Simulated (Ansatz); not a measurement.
ZnS (F-43m): lattice vibrations

```xyz
2
Lattice="0.0000 2.6778 2.6778 2.6778 0.0000 2.6778 2.6778 2.6778 0.0000" Properties=species:S:1:pos:R:3 pbc="T T T"
Zn    4.0167    4.0167    4.0167
S     0.0000    0.0000    0.0000
```

Conventional cell: a = 5.356 Å, b = 5.356 Å, c = 5.356 Å, α = 90.00°, β = 90.00°, γ = 90.00°. Around Zn (atom 1) lie 4 S at 2.32 Å. S (atom 2) is surrounded by 4 Zn at 2.32 Å.

Level of theory, where no other is named: PBEsol, all-electron LAPW in Ansatz 0.2.0, scalar-relativistic. k mesh 8×8×8, fixed occupations, basis error target 1 meV/atom. The cell was relaxed by PAW under this functional.

Atoms are displaced by 0.01 Å in the smallest supercells that hold the wave vectors of a 2×2×2 mesh. Negative values stand for unstable modes. The zone centre has no LO-TO term.

(1) What are the phonon energies at the solved wave vectors, in cm⁻¹?

(2) Is the structure dynamically stable at these wave vectors?

(3) How do the optical zone-centre modes decompose, and which are active?

(4) How well do frozen-core PAW files reproduce these all-electron values?

(5) The cell is scaled evenly to 37.250 and 39.554 Å³ (from 38.402), with free atoms relaxed and the shape held. What are the mode Grüneisen parameters γ = −d ln ω/d ln V?

(6) Linear response on PAW files adds the field. What are the dielectric tensor, the Born charges and the LO shift?

Results:

(1) 

```tsv
q	point	modes (cm⁻¹)
0.000 0.000 0.000	Gamma	279.0 (×3)
0.500 0.000 0.000	L	69.7 (×2), 195.0, 293.4 (×2), 335.0
0.500 0.500 0.000	X	89.6 (×2), 211.8, 312.4 (×2), 323.6
```

(2) Yes, no mode is unstable there; wave vectors off this mesh aren't tested.

(3) Point group -43m: Γ_opt = T2.

```json
{"label": "T2", "cm⁻¹": "279.0", "activity": "IR and Raman", "mostly": "S (67 %)"}
```

(4) With a cutoff of 420 eV and displacements of 0.0025 Å, the r.m.s. difference over the modes is 0.1 cm⁻¹; the largest difference is 312.6 (PAW) against 312.4 cm⁻¹ (LAPW).

(5) For the highest mode, 349.8 cm⁻¹ in the small cell and 321.3 in the large one give γ ≈ 1.42. From the change of the dynamical matrix on each mode:

| point | cm⁻¹ | γ |
| --- | --- | --- |
| Gamma | 279.0 | 1.76 |
| L | 69.7 | -1.30 |
| L | 195.0 | 0.86 |
| L | 293.4 | 1.82 |
| L | 335.0 | 1.42 |
| X | 89.6 | -0.96 |
| X | 211.8 | 1.11 |
| X | 312.4 | 1.77 |
| X | 323.6 | 1.33 |

Weighted by the modes' heat capacities at 300 K, the mean on this mesh is 0.59; it moves with the q mesh, and a coarse one overweights the zone boundary. Rows under −0.05 (2 here) are modes that soften under compression and pull towards negative thermal expansion.

(6) ε∞ = (6.09, 6.09, 6.09) along x, y, z with local fields. Born charges (xx, yy, zz): Zn1 (1.95, 1.95, 1.95); S2 (-1.95, -1.95, -1.95). The highest zone-centre mode lies at 279.0 cm⁻¹ without the macroscopic field and at 339.0 cm⁻¹ with it, for q along x. Lyddane-Sachs-Teller then gives ε₀ = ε∞ (ω_LO/ω_TO)² = 8.99. With the ions free to follow the field, the program's ε₀ is (8.99, 8.99, 8.99).

Known limits: the frozen-core PAW files of the compared runs were fitted under PBE, their cores solved anew for this functional; field response not resolved by the mesh; semilocal gaps are low, and ε∞ tends to come out large.
